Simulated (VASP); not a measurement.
# TlBr (Pm-3m) in VASP: single point with r2SCAN

Aim: the single point of TlBr with r2SCAN.

Program: VASP 6.6.1. These are calculated values, not measurements. Logs are shortened: lines on timing, memory, paths and dates and some standing lists are left out, and cuts for length are marked.

### Step 1. The structure

Symmetry: Pm-3m, No. 221, cubic system. Conventional cell: a = 3.980 Å, b = 3.980 Å, c = 3.980 Å, α = 90.00°, β = 90.00°, γ = 90.00°. Tl (site symmetry m-3m) has 8 Br at 3.45 Å as nearest neighbours. Around Br (site symmetry m-3m) lie 8 Tl at 3.45 Å.

### Step 2. Single point, r2SCAN

The input, POSCAR:

```
TlBr
1.0
    3.9800000000      0.0000000000      0.0000000000
    0.0000000000      3.9800000000      0.0000000000
    0.0000000000      0.0000000000      3.9800000000
Tl Br
1 1
Direct
    0.0000000000      0.0000000000      0.0000000000
    0.5000000000      0.5000000000      0.5000000000
```

The input, INCAR.step1:

```
SYSTEM = TlBr
  ALGO = Normal
  EDIFF = 1E-4
  ENCUT = 520
  GGA = PE
  ISMEAR = 0
  LASPH = .TRUE.
  LCHARG = .FALSE.
  LREAL = .FALSE.
  LWAVE = .TRUE.
  NBANDS = 17
  NELM = 100
  PREC = Accurate
  SIGMA = 0.01
```

The input, INCAR.step2:

```
SYSTEM = TlBr
  ALGO = Normal
  EDIFF = 1E-6
  ENCUT = 520
  ISIF = 2
  ISMEAR = 0
  ISTART = 1
  LASPH = .TRUE.
  LCHARG = .TRUE.
  LELF = .TRUE.
  LMIXTAU = .TRUE.
  LREAL = .FALSE.
  LVHAR = .TRUE.
  LWAVE = .FALSE.
  METAGGA = R2SCAN
  NBANDS = 17
  NELM = 100
  PREC = Accurate
  SIGMA = 0.01
```

The input, KPOINTS:

```
k-points
0
G
  4 4 4
  0 0 0
```

Potentials or basis: VASP PAW PBE potentials, release 64 (Tl_d, Br).

The run is started by

```
$ cat potpaw_PBE.64/Tl_d/POTCAR potpaw_PBE.64/Br/POTCAR > POTCAR
$ cp INCAR.step1 INCAR
$ mpirun -np 1 vasp_std > vasp.out
$ cp INCAR.step2 INCAR
$ mpirun -np 1 vasp_std > vasp.out
```

OUTCAR:

```text
SYSTEM = TlBr
   EDIFF = 1E-6
   ENCUT = 520
   ISIF = 2
   ISMEAR = 0
   ISTART = 1
   LASPH = .TRUE.
   LREAL = .FALSE.
   METAGGA = R2SCAN
   NELM = 100
   PREC = Accurate

 ion  position               nearest neighbor table
   1  0.000  0.000  0.000-   2 3.45   2 3.45   2 3.45   2 3.45   2 3.45   2 3.45   2 3.45   2 3.45

   2  0.500  0.500  0.500-   1 3.45   1 3.45   1 3.45   1 3.45   1 3.45   1 3.45   1 3.45   1 3.45

  LATTYP: Found a simple cubic cell.
 ALAT       =     3.9800000000

  Lattice vectors:

 A1 = (   3.9800000000,   0.0000000000,   0.0000000000)
 A2 = (   0.0000000000,   3.9800000000,   0.0000000000)
 A3 = (   0.0000000000,   0.0000000000,   3.9800000000)

Analysis of symmetry for initial positions (statically):
=====================================================================
 Subroutine PRICEL returns:
 Original cell was already a primitive cell.

 Routine SETGRP: Setting up the symmetry group for a
 simple cubic supercell.

 Subroutine GETGRP returns: Found 48 space group operations
 (whereof 48 operations were pure point group operations)
 out of a pool of 48 trial point group operations.

The static configuration has the point symmetry O_h .

Analysis of symmetry for dynamics (positions and initial velocities):
=====================================================================
 Subroutine PRICEL returns:
 Original cell was already a primitive cell.

 Routine SETGRP: Setting up the symmetry group for a
 simple cubic supercell.

 Subroutine GETGRP returns: Found 48 space group operations
 (whereof 48 operations were pure point group operations)
 out of a pool of 48 trial point group operations.

The dynamic configuration has the point symmetry O_h .

 Subroutine INISYM returns: Found 48 space group operations
 (whereof 48 operations are pure point group operations),
 and found     1 'primitive' translations

----------------------------------------------------------------------------------------

                                     Primitive cell

  volume of cell :      63.0448

  direct lattice vectors                    reciprocal lattice vectors
     3.980000000  0.000000000  0.000000000     0.251256281  0.000000000  0.000000000
     0.000000000  3.980000000  0.000000000     0.000000000  0.251256281  0.000000000
     0.000000000  0.000000000  3.980000000     0.000000000  0.000000000  0.251256281

  length of vectors
     3.980000000  3.980000000  3.980000000     0.251256281  0.251256281  0.251256281

  position of ions in fractional coordinates (direct lattice)
[... 64 lines left out ...]
   EDIFF  = 0.1E-05   stopping-criterion for ELM
   LREAL  =      F    real-space projection
   EDIFFG = 0.1E-04   stopping-criterion for IOM
   NSW    =      0    number of steps for IOM
   IBRION =     -1    ionic relax: 0-MD 1-quasi-New 2-CG
   NFREE  =      0    steps in history (QN), initial steepest desc. (CG)
   ISIF   =      2    stress and relaxation
   ISYM   =      2    0-nonsym 1-usesym 2-fastsym
   POTIM  = 0.5000    time-step for ionic-motion
   TEBEG  =    0.0;   TEEND  =   0.0 temperature during run
   PSTRESS=    0.0 pullay stress
   NELECT =      20.0000    total number of electrons
   NUPDOWN=      -1.0000    fix difference up-down
   EMIN   =  10.00;   EMAX   =-10.00  energy-range for DOS
   EFERMI =   0.00;   METHOD = LEGACY
   ISMEAR =     0;   SIGMA  =   0.01  broadening in eV -4-tet -1-fermi 0-gaus
   EFERMI_NEDOS =   21; number of points for ismear=-14 and -15
   IALGO  =     38    algorithm
   IMIX   =      4    mixing-type and parameters
     AMIX     =   0.40;   BMIX     =  1.00
     AMIX_MAG =   1.60;   BMIX_MAG =  1.00
  volume/ion in A,a.u.               =      31.52       212.72
  Fermi-wavevector in a.u.,A,eV,Ry     =   1.116525  2.109926 16.961403  1.246628
  Thomas-Fermi vector in A             =   2.253140
   LORBIT       =      0    0 simple, 1 ext, 2 COOP (PROOUT), +10 PAW based schemes
   METAGGA = R2SCAN    functional components
   LHFCALC =     F    Hartree Fock is set to
   AEXX    =    0.0000 exact exchange contribution
   IVDW    =     0    specifies the selected vdW correction
   LEPSILON=     F    determine dielectric tensor
   LRPA    =     F    only Hartree local field effects (RPA)
 non-spin polarized calculation
 Gauss-broadening in eV      SIGMA  =   0.01
  energy-cutoff  :      520.00
  volume of cell :       63.04
 maximum number of plane-waves:      1743
 NGX is ok and might be reduce to    30
   NGX = 15   NGY = 15   NGZ = 15

 number of electron      20.0000005 magnetization

 Free energy of the ion-electron system (eV)
  ---------------------------------------------------
  ext. energy  EPLUGINS =         0.00000000
  ---------------------------------------------------
  free energy    TOTEN  =       -68.37142880 eV

  energy without entropy =      -68.37142880  energy(sigma->0) =      -68.37142880

 E-fermi :   2.1514     XC(G=0):  -9.4252

 val. band max:        2.0842325634   @ k =   0.5000   0.0000   0.0000
 cond. band min:       4.3819062100   @ k =   0.5000   0.0000   0.0000
 fundamental gap:      2.2976736466
 Fermi energy:         2.1514342075

 k-point     1 :       0.0000    0.0000    0.0000
  band No.  band energies     occupation
      1     -12.1423      2.00000
      2      -8.3818      2.00000
      3      -8.3818      2.00000
      4      -8.2001      2.00000
      5      -8.2001      2.00000
      6      -8.2001      2.00000
[... 177 lines left out ...]
      4      -8.3328      2.00000
      5      -8.1512      2.00000
      6      -8.1512      2.00000
[... 9 lines left out ...]
     16      15.8241      0.00000
     17      19.3938      0.00000

------------------------ aborting loop because EDIFF is reached ----------------------------------------

  FORCE on cell =-STRESS in cart. coord.  units (eV):
  Direction    XX          YY          ZZ          XY          YZ          ZX
  --------------------------------------------------------------------------------------
  -------------------------------------------------------------------------------------
  Total        0.1517254      0.1517254      0.1517254      0.0000000      0.0000000     -0.0000000
  in kB        3.8558466      3.8558466      3.8558466      0.0000000      0.0000000     -0.0000000
  external PRESSURE =       3.8558466 kB  Pullay stress =       0.0000000 kB

 VOLUME and BASIS-vectors are now :
 -----------------------------------------------------------------------------
  energy-cutoff  :      520.00
  volume of cell :       63.04
      direct lattice vectors                 reciprocal lattice vectors
     3.980000000  0.000000000  0.000000000     0.251256281  0.000000000  0.000000000
     0.000000000  3.980000000  0.000000000     0.000000000  0.251256281  0.000000000
     0.000000000  0.000000000  3.980000000     0.000000000  0.000000000  0.251256281

 POSITION                                       TOTAL-FORCE (eV/Angst)
 -----------------------------------------------------------------------------------
      0.00000      0.00000      0.00000         0.000000      0.000000      0.000000
      1.99000      1.99000      1.99000         0.000000      0.000000      0.000000
 -----------------------------------------------------------------------------------
    total drift:                               -0.000000     -0.000000     -0.000000

  FREE ENERGIE OF THE ION-ELECTRON SYSTEM (eV)
  ---------------------------------------------------
  free  energy   TOTEN  =       -68.3714288012 eV

  energy  without entropy=      -68.3714288012  energy(sigma->0) =      -68.37142880
```

OUTCAR.step1:

```text
SYSTEM = TlBr
   EDIFF = 1E-4
   ENCUT = 520
   GGA = PE
   ISMEAR = 0
   LASPH = .TRUE.
   LREAL = .FALSE.
[... 406 lines left out ...]
      0.00000      0.00000      0.00000         0.000000      0.000000      0.000000
      1.99000      1.99000      1.99000         0.000000      0.000000      0.000000
 -----------------------------------------------------------------------------------
    total drift:                               -0.000000     -0.000000     -0.000000

  FREE ENERGIE OF THE ION-ELECTRON SYSTEM (eV)
  ---------------------------------------------------
  free  energy   TOTEN  =        -5.5206989473 eV

  energy  without entropy=       -5.5206989473  energy(sigma->0) =       -5.52069895
```

Wall time 34 s (1 thread of AMD EPYC 9R14 (Zen 4), shared host); peak memory 0.14 GiB.

Results:

* Free energy: -68.3714 eV
* Pressure: 0.4 GPa
* Band gap on the k mesh: 2.30 eV, direct

Caveat: the PAW data sets were made with another functional, which shifts forces and pressure a little; spin-orbit coupling is left out, which as a rule narrows the gap of such compounds by several tenths of an eV. A k mesh can miss the band edges.
